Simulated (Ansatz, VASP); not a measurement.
**Two plane-wave programs on Sn**

```
Sn
1.0
     0.00000    3.28446    3.28446
     3.28446    0.00000    3.28446
     3.28446    3.28446    0.00000
Sn
2
Direct
  0.00000 0.00000 0.00000
  0.25000 0.25000 0.25000
```

Alike in both runs: task single point; functional PBE; k mesh 6 × 6 × 6; occupations fermi-dirac, width 0.02 eV; non-collinear spin, spin-orbit coupling.

|  | VASP | Ansatz |
| --- | --- | --- |
| version | VASP 6.6.1 | Ansatz 0.2.0 |
| potentials or method | VASP PAW PBE potentials, release 64 (Sn_d) | plane waves, PAW |
| plane-wave cutoff (eV) | 520 | 420 |
| valence electrons in the cell | 28 | 28 |

```tsv
	VASP	Ansatz	Ansatz less VASP
pressure (GPa)	1.5	1.5	+0.01
net moment per atom (μB)	0.00	0.00	0.000
```

The functional is the same, so the differences come from potentials, cutoffs and numerics.
